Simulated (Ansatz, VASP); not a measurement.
# One calculation of Y, two programs

```
Y
1.0
     0.00000    2.55199    2.55199
     2.55199    0.00000    2.55199
     2.55199    2.55199    0.00000
Y
1
Direct
  0.00000 0.00000 0.00000
```

Alike in both runs: task single point; functional LDA; k mesh 9 × 9 × 9; occupations fermi-dirac, width 0.05 eV; no spin polarisation; Hubbard terms Y d U = 4.0 eV.

```csv
,VASP,Ansatz
version,VASP 6.6.1,Ansatz 0.2.0
potentials or method,"VASP PAW LDA potentials, release 64 (Y_sv), cutoff 520 eV","all-electron LAPW, scalar-relativistic"
```

VASP gave:

```
gap on the k mesh at the Fermi level (eV) : none
pressure (GPa)                            : 3.3
```

Question: Which values does Ansatz return?

Answer: gap on the k mesh at the Fermi level (eV): none; pressure (GPa): 2.4.

The programs project onto different local orbitals, so the same U acts differently. A gap of «none» marks a metal or a gap that the smearing closes. Ansatz ran all-electron here, so the differences hold the error of VASP's frozen core and of both bases.

Caveats: U without spin polarisation on a metal has little footing; the U is typed as a test and isn't derived for this compound; U is the effective U less J, on atomic orbitals that reach past the spheres (Ansatz).
